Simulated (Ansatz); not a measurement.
Set up this calculation in Ansatz 0.2.0, as the native input.

```
Task                : band structure
Functional          : PBEsol
Potentials or basis : all-electron LAPW, scalar-relativistic
Cutoff              : 328 eV (chosen from the basis error)
Basis error allowed : 0.001 eV/atom
k mesh              : 12 × 12 × 7
Occupations         : fermi-dirac, width 0.05 eV
Spin                : collinear spin, ferromagnetic start
Starting moments    : [2.0, 2.0] μB
```

Crystal: Co.

```xyz
2
Lattice="2.4874 0.0000 0.0000 -1.2437 2.1541 0.0000 0.0000 0.0000 4.0633" Properties=species:S:1:pos:R:3 pbc="T T T"
Co    0.0000    1.4361    3.0074
Co    1.2437    0.7180    1.0559
```

One way to write it, as run:

input.yaml

```yaml
crystal:
  lattice:
    - [2.4873648738, 0.0, 0.0]
    - [-1.2436824369, 2.1541211692, 0.0]
    - [0.0, 0.0, 4.0632895034]
  atoms:
    - { symbol: Co, position: [0.3333333333, 0.6666666667, 0.740139], spin: 2.0 }
    - { symbol: Co, position: [0.6666666667, 0.3333333333, 0.259861], spin: 2.0 }
kpoints:
  mp_grid: { grid: [12, 12, 7] }
  band_path:
    path:
      - [0.0, 0.0, 0.0]
      - [0.5, 0.0, 0.0]
      - [0.3333333333, 0.3333333333, 0.0]
      - [0.0, 0.0, 0.0]
      - [0.0, 0.0, 0.5]
      - [0.5, 0.0, 0.5]
      - [0.3333333333, 0.3333333333, 0.5]
      - [0.0, 0.0, 0.5]
    npoints: 12
scf:
  occupations: { method: fermi_dirac, width: 0.05 }
hamiltonian:
  xc: pbesol
  pseudopotentials: { kind: all_electron, lapw: { basis_error: 0.001 } }
magnetization:
  spin_polarized: true
output:
  forces: true
  stress: true
  eigenvalues: true
```

Potentials or basis: all-electron LAPW, scalar-relativistic.

Run with:

```bash
$ ansatz run input.yaml --threads 2 --pin off --max-ram 6144MiB --backend cpu --events-out ev --progress --plain --runs-dir out
```

It gave:

| Property | Result |
| --- | --- |
| Pressure | -9.4 GPa |
| Largest force | 0.439 eV/Å |
| Band gap along the path | none (metal or under the smearing width) |
| Net moment | 3.26 μB per cell |
| Absolute moment | 3.56 μB per cell |
| Site moments | Co +1.69 μB |

Run time: 25 s on 2 threads of AMD EPYC 7R43 64-Core Processor (Zen 3), on a shared host, peak memory 0.65 GiB.
